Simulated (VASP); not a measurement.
# NaI (Fm-3m) in VASP: a series of runs, part 2 of 2

VASP 6.6.1.

### 4 Single point, PBE

INCAR

```
SYSTEM = NaI
PREC = Accurate ; ENCUT = 450
EDIFF = 1E-6 ; ISMEAR = 0
SIGMA = 0.05 ; LREAL = .FALSE.
LASPH = .TRUE. ; NELM = 100
ALGO = Normal ; ISIF = 2
LWAVE = .FALSE. ; LCHARG = .FALSE.
GGA = PE ; NBANDS = 14
ADDGRID = .FALSE.
```

KPOINTS

```
Automatic mesh
0
G
  5 5 5
  0 0 0
```

POSCAR

```
NaI
1.0
    0.0000000000      3.2364000000      3.2364000000
    3.2364000000      0.0000000000      3.2364000000
    3.2364000000      3.2364000000      0.0000000000
I Na
1 1
Direct
    0.5000000000      0.5000000000      0.5000000000
    0.0000000000      0.0000000000      0.0000000000
```

Potentials or basis: VASP PAW PBE potentials, release 64 (I, Na_pv).

Run with:

```bash
$ cat potpaw_PBE.64/I/POTCAR potpaw_PBE.64/Na_pv/POTCAR > POTCAR
$ mpirun -np 1 vasp_std > vasp.out
```

OUTCAR:

```text
SYSTEM = NaI
   PREC = Accurate
   ENCUT = 450
   EDIFF = 1E-6
   ISMEAR = 0
   LREAL = .FALSE.
   LASPH = .TRUE.
   NELM = 100
   ISIF = 2
   GGA = PE

 Found     10 irreducible k-points:

 Following reciprocal coordinates:
            Coordinates               Weight
  0.000000  0.000000  0.000000      1.000000
  0.200000  0.000000  0.000000      8.000000
  0.400000  0.000000  0.000000      8.000000
  0.200000  0.200000  0.000000      6.000000
  0.400000  0.200000  0.000000     24.000000
 -0.400000  0.200000  0.000000     24.000000
   k-points           NKPTS =     10   k-points in BZ     NKDIM =     10   number of bands    NBANDS=     14
   number of dos      NEDOS =    301   number of ions     NIONS =      2
   total plane-waves  NPLWV =  32768
   dimension x,y,z NGX =    32 NGY =   32 NGZ =   32
   dimension x,y,z NGXF=    64 NGYF=   64 NGZF=   64
   ions per type =               1   1
   NGX,Y,Z   is equivalent  to a cutoff of  11.62, 11.62, 11.62 a.u.
   NGXF,Y,Z  is equivalent  to a cutoff of  23.25, 23.25, 23.25 a.u.
 SYSTEM =  NaI
   PREC   = accura    normal or accurate (medium, high low for compatibility)
   ISTART =      0    job   : 0-new  1-cont  2-samecut
   ICHARG =      2    charge: 1-file 2-atom 10-const
   ISPIN  =      1    spin polarized calculation?
   LNONCOLLINEAR =      F non collinear calculations
   LSORBIT =      F    spin-orbit coupling
   LASPH  =      T    aspherical Exc in radial PAW
   ENCUT  =  450.0 eV  33.07 Ry    5.75 a.u.   7.92  7.92  7.92*2*pi/ulx,y,z
   NELM   =    100;   NELMIN=  2; NELMDL= -5     # of ELM steps
   EDIFF  = 0.1E-05   stopping-criterion for ELM
   LREAL  =      F    real-space projection
   EDIFFG = 0.1E-04   stopping-criterion for IOM
   NSW    =      0    number of steps for IOM
   IBRION =     -1    ionic relax: 0-MD 1-quasi-New 2-CG
   NFREE  =      0    steps in history (QN), initial steepest desc. (CG)
   ISIF   =      2    stress and relaxation
   ISYM   =      2    0-nonsym 1-usesym 2-fastsym
   POTIM  = 0.5000    time-step for ionic-motion
   TEBEG  =    0.0;   TEEND  =   0.0 temperature during run
   PSTRESS=    0.0 pullay stress
   NELECT =      14.0000    total number of electrons
   NUPDOWN=      -1.0000    fix difference up-down
   EMIN   =  10.00;   EMAX   =-10.00  energy-range for DOS
   EFERMI =   0.00;   METHOD = LEGACY
   ISMEAR =     0;   SIGMA  =   0.05  broadening in eV -4-tet -1-fermi 0-gaus
   EFERMI_NEDOS =   21; number of points for ismear=-14 and -15
   IALGO  =     38    algorithm
   IMIX   =      4    mixing-type and parameters
     AMIX     =   0.40;   BMIX     =  1.00
[... 22 lines left out ...]
  ext. energy  EPLUGINS =         0.00000000
  ---------------------------------------------------
  free energy    TOTEN  =        -5.38406758 eV

  energy without entropy =       -5.38406758  energy(sigma->0) =       -5.38406758

 E-fermi :   1.1139     XC(G=0):  -7.7046

 val. band max:        0.8073883314   @ k =   0.0000   0.0000   0.0000
 cond. band min:       4.4471417021   @ k =   0.0000   0.0000   0.0000
 fundamental gap:      3.6397533708
 Fermi energy:         1.1139395231

 k-point     1 :       0.0000    0.0000    0.0000
  band No.  band energies     occupation
      1     -21.6327      2.00000
      2     -21.6327      2.00000
      3     -21.6327      2.00000
      4     -10.2099      2.00000
      5       0.8074      2.00000
      6       0.8074      2.00000
      7       0.8074      2.00000
      8       4.4471      0.00000
      9       8.7364      0.00000
     10       8.7364      0.00000
     11       8.7364      0.00000
     12      10.5546      0.00000
     13      10.5546      0.00000
     14      11.2429      0.00000
[... 71 lines left out ...]
      1     -21.6371      2.00000
      2     -21.6342      2.00000
      3     -21.6333      2.00000
      4      -9.8624      2.00000
      5      -1.1201      2.00000
      6      -0.0883      2.00000
      7       0.4147      2.00000
      8       6.6604      0.00000
      9       7.4636      0.00000
     10       8.8793      0.00000
     11       9.1967      0.00000
     12      11.5477      0.00000
     13      11.7272      0.00000
     14      12.7238      0.00000

 [... further k-points ...]

------------------------ aborting loop because EDIFF is reached ----------------------------------------

  FORCE on cell =-STRESS in cart. coord.  units (eV):
  Direction    XX          YY          ZZ          XY          YZ          ZX
  --------------------------------------------------------------------------------------
  -------------------------------------------------------------------------------------
  Total        0.1631381      0.1631381      0.1631381      0.0000000     -0.0000000      0.0000000
  in kB        3.8552232      3.8552232      3.8552232      0.0000000     -0.0000000      0.0000000
  external PRESSURE =       3.8552232 kB  Pullay stress =       0.0000000 kB

 VOLUME and BASIS-vectors are now :
 -----------------------------------------------------------------------------
  energy-cutoff  :      450.00
  volume of cell :       67.80
      direct lattice vectors                 reciprocal lattice vectors
     0.000000000  3.236400000  3.236400000    -0.154492646  0.154492646  0.154492646
     3.236400000  0.000000000  3.236400000     0.154492646 -0.154492646  0.154492646
     3.236400000  3.236400000  0.000000000     0.154492646  0.154492646 -0.154492646

 POSITION                                       TOTAL-FORCE (eV/Angst)
 -----------------------------------------------------------------------------------
      3.23640      3.23640      3.23640         0.000000      0.000000      0.000000
      0.00000      0.00000      0.00000         0.000000      0.000000      0.000000
 -----------------------------------------------------------------------------------
    total drift:                                0.000000     -0.000000     -0.000000

  FREE ENERGIE OF THE ION-ELECTRON SYSTEM (eV)
  ---------------------------------------------------
  free  energy   TOTEN  =        -5.3840675840 eV

  energy  without entropy=       -5.3840675840  energy(sigma->0) =       -5.38406758
```

OSZICAR:

```text
N       E                     dE             d eps       ncg     rms          rms(c)
DAV:   1     0.817978735717E+02    0.81798E+02   -0.62100E+03   280   0.795E+02
DAV:   2     0.505918104047E+00   -0.81292E+02   -0.76784E+02   292   0.206E+02
DAV:   3    -0.531758531523E+01   -0.58235E+01   -0.57953E+01   376   0.572E+01
DAV:   4    -0.544918248360E+01   -0.13160E+00   -0.13157E+00   322   0.892E+00
DAV:   5    -0.545211124376E+01   -0.29288E-02   -0.29287E-02   382   0.127E+00    0.163E+00
DAV:   6    -0.539070456212E+01    0.61407E-01   -0.71113E-02   328   0.155E+00    0.110E+00
DAV:   7    -0.538200607032E+01    0.86985E-02   -0.64653E-02   322   0.130E+00    0.608E-01
DAV:   8    -0.538408403435E+01   -0.20780E-02   -0.54321E-03   322   0.578E-01    0.181E-01
DAV:   9    -0.538404997788E+01    0.34056E-04   -0.21646E-04   334   0.126E-01    0.388E-02
DAV:  10    -0.538406572905E+01   -0.15751E-04   -0.34787E-05   310   0.587E-02    0.961E-03
DAV:  11    -0.538406716915E+01   -0.14401E-05   -0.38808E-06   334   0.181E-02    0.180E-03
DAV:  12    -0.538406758402E+01   -0.41488E-06   -0.50085E-07   304   0.500E-03
   1 F= -.53840676E+01 E0= -.53840676E+01  d E =-.320357E-19
```

stdout:

```text
POSCAR found type information on POSCAR I Na
 POSCAR found :  2 types and       2 ions
 scaLAPACK will be used
 LDA part: xc-table for (Slater+PW92), standard interpolation
 POSCAR, INCAR and KPOINTS ok, starting setup
 FFT: planning ... GRIDC
 FFT: planning ... GRID_SOFT
 FFT: planning ... GRID
 WAVECAR not read
 entering main loop
```

Run time: 7.8 s. Hardware: 1 thread of Intel Xeon Platinum 8488C (Sapphire Rapids), shared host; peak memory 0.17 GiB.

The run converged, but some of its settings lie outside the range that counts as converged, so its numbers aren't taken as properties of the crystal.

What came out:

- Free energy: -5.3841 eV
- Pressure: 0.4 GPa
- Band gap on the k mesh: 3.64 eV, direct

Caveat: spin-orbit coupling is left out, which moves the levels of the heavy elements.
